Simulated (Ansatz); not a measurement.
SrO in the CsCl-type structure, relaxed with r2SCAN: 3 runs in Ansatz, each a construction of maximally localised Wannier functions. Space group Pm-3m (No. 221), cubic; conventional cell a = 3.103 Å, 14.94 Å³ an atom. Sr has 8 O at 2.69 Å; O has 8 Sr at 2.69 Å. Values at 0 K without nuclear motion; spin polarisation is off, and the phase may be a hypothetical one.

```yaml
crystal:
  lattice:
    - [3.10287, 0.00000, 0.00000]
    - [0.00000, 3.10287, 0.00000]
    - [0.00000, 0.00000, 3.10287]
  atoms:
    - { symbol: Sr, position: [0.00000, 0.00000, 0.00000] }
    - { symbol: O, position: [0.50000, 0.50000, 0.50000] }
```

Windows count from the top of the filled bands; a dash means that no such window was set (without an outer window there is no disentanglement). Rows marked drawn have settings drawn at random (some not listed).

```csv
functional,SCF mesh,trial orbitals,functions,mesh,window (eV),frozen (eV),settings,Ω total (Å²),Ω invariant (Å²),largest spread (Å²),least projectability,"interpolation miss of the model's filled bands (eV, to the nearest computed level)"
PBE,6×6×6,O p,3,6×6×6,–,–,chosen,4.07,4.07,1.36,0.87,0.016
r2SCAN,6×6×6,O p,3,6×6×6,–,–,chosen,3.89,3.88,1.30,0.88,0.011
PBE,6×6×6,O p,3,6×6×6,-24.7 to +12.6,–,drawn,2.00,2.00,0.67,0.96,1.708
```

1 of the rows take their functions from a window without a frozen part or with a poor projection: such a subspace needn't follow the bands named, so its spread can't be set beside the others.

A dash in the last column means that the miss wasn't evaluated.

The runs are scalar-relativistic, without spin-orbit coupling.
